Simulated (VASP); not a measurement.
NaCl:

```
CELL_PARAMETERS angstrom
0.00000 2.84823 2.84823
2.84823 0.00000 2.84823
2.84823 2.84823 0.00000
ATOMIC_POSITIONS crystal
Na 0.00000 0.00000 0.00000
Cl 0.50000 0.50000 0.50000
```

The cell was built by a generator and needn't be a form met in nature.

Base run:

| Property | Result |
| --- | --- |
| Program | VASP 6.6.1 |
| Functional | PBE0 |
| Potentials or basis | VASP PAW PBE potentials, release 64 (Na_pv, Cl) |
| Cutoff | 520 eV |
| k mesh | 6 × 6 × 6 |
| Occupations | gaussian, width 0.02 eV |
| Spin | no spin polarisation |

Its results: band gap on the k mesh 7.08 eV, direct; pressure -0.6 GPa.

Task: The run is repeated on the same cell with these changes: functional from PBE0 to HSE06. What comes out?

Result: Band gap on the k mesh 6.37 eV, direct; pressure -0.5 GPa.

Caveats: the PAW data sets were made with another functional, which shifts forces and pressure a little.
